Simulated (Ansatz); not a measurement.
Crystal: Mg.

```
CELL_PARAMETERS angstrom
3.20930 0.00000 0.00000
-1.60465 2.77934 0.00000
0.00000 0.00000 5.21030
ATOMIC_POSITIONS crystal
Mg 0.66667 0.33333 0.75000
Mg 0.33333 0.66667 0.25000
```

Base run:

| Item | Value |
| --- | --- |
| Program | Ansatz 0.2.0 |
| Functional | LDA |
| Potentials or basis | all-electron LAPW, scalar-relativistic |
| Cutoff | 104 eV (chosen from the basis error) |
| Basis error allowed | 0.001 eV/atom |
| k mesh | 10 × 10 × 5 |
| Occupations | fermi-dirac, width 0.05 eV |
| Spin | no spin polarisation |

Its results: pressure -2.4 GPa.

Task: The run is repeated on the same cell with these changes: functional from LDA to PBE; occupations from fermi-dirac, width 0.05 eV to gaussian, width 0.011 eV. What comes out?

Result: Pressure -0.5 GPa.
